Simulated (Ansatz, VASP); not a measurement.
CuH8: VASP beside Ansatz

```xyz
9
Lattice="4.0369 0.0000 0.0000 0.0000 4.0369 0.0000 0.0000 0.0000 4.8673" Properties=species:S:1:pos:R:3 pbc="T T T"
Cu    0.0000    0.0000    0.0000
H     1.6046    0.0000    0.0000
H     2.4323    0.0000    0.0000
H     0.0000    1.6046    0.0000
H     0.0000    2.4323    0.0000
H     1.1216    2.0185    2.4336
H     2.9153    2.0185    2.4336
H     2.0185    1.1216    2.4336
H     2.0185    2.9153    2.4336
```

Alike in both runs: functional PBE; k mesh 10 × 10 × 8; occupations gaussian, width 0.1 eV; no spin polarisation.

Ansatz relaxed the structure, and its values are those at the end. VASP's run is a single point on that final structure, the one shown.

```csv
,VASP,Ansatz
version,VASP 6.6.1,Ansatz 0.2.0
potentials or method,"VASP PAW PBE potentials, release 64 (Cu, H)","scalar-relativistic, plane waves, PAW"
plane-wave cutoff (eV),520,420
valence electrons in the cell,19,27
```

Ansatz gave:

```
gap on the k mesh at the Fermi level (eV) : none
pressure (GPa)                            : 0.0
rms of the force components (eV/Å)        : 0.000
```

Task: What did VASP give for the same quantities?

Result: gap on the k mesh at the Fermi level (eV): none; pressure (GPa): -0.1; rms of the force components (eV/Å): 0.016.

A gap of «none» marks a metal or a gap that the smearing closes. The two sets of potentials don't hold the same shells in valence.
